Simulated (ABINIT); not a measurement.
Input of an ABINIT 10.8.3 (patched build) run:

run.abi

```
# Datasets: one volume each
ndtset 7
getwfk -1
scalecart1 3*0.9795861087
scalecart2 3*0.9864848297
scalecart3 3*0.9932883884
scalecart4 3*1.0000000000
scalecart5 3*1.0066227096
scalecart6 3*1.0131594038
scalecart7 3*1.0196128224

# Pseudopotentials
pp_dirpath "./"
pseudos "Ta.upf, N.upf"

# Structure
acell 5.9097083415 5.9097083415 5.9097083415
rprim
     0.0000000000     0.7071067812     0.7071067812
     0.7071067812     0.0000000000     0.7071067812
     0.7071067812     0.7071067812     0.0000000000
ntypat 2
znucl 73 7
natom 2
typat 1 2
xred
     0.5000000000     0.5000000000     0.5000000000
     0.0000000000     0.0000000000     0.0000000000

# Plane-wave basis
ecut 42.0

# k points
kptopt 1
ngkpt 10 10 10
nshiftk 1
shiftk 0.0 0.0 0.0

# Exchange and correlation
ixc 11

# Bands and occupations
nband 13
occopt 3
tsmear 0.00183747

# SCF cycle
nstep 100
tolvrs 1.0e-10

# Output
iomode 3
prtwf 1
prtden 0
prteig 0
prtebands 0
enunit 1
```

Potentials or basis: PseudoDojo NC SR PBE v0.4.1 standard.

Run with:

```console
$ abinit run.abi > log 2>&1
```

(1) Estimate the bulk modulus.

(2) Estimate the equilibrium volume.

(3) Predict the pressure derivative of the bulk modulus.

Results:

(1) 329 GPa.

(2) 10.76 Å³/atom.

(3) 4.4.

Caveat: pressures at fixed basis lie under the slope of the energies; the highest band is partly filled, so the run has too few bands.
